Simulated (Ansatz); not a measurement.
Cu Kα1 powder pattern (kinematic, no thermal factors).
| 2θ (°) | relative intensity |
| --- | --- |
| 36.54 | 43 |
| 39.86 | 100 |
| 55.18 | 75 |
| 72.38 | 17 |
| 77.65 | 5 |
| 83.90 | 23 |
| 85.97 | 11 |

The pattern is computed from a structure relaxed with Ansatz, DFT PBE+D3(BJ), scalar-relativistic, plane waves, PAW. No spin polarisation. Its elements are Si.

Problem. Give the structure.

Solution. Si.
Space group P6/mmm (No. 191). a = 2.609 Å, b = 2.609 Å, c = 2.457 Å, α = 90.00°, β = 90.00°, γ = 120.00°
| atom | site | symmetry | x | y | z |
| --- | --- | --- | --- | --- | --- |
| Si | 1a | 6/mmm | 0.0000 | 0.0000 | 0.0000 |

A pattern alone doesn't exclude other cells with like lines; this is the one computed.

The cell was reached from a generator's guess, though it ends in a space group that the Crystallography Open Database lists for this formula.
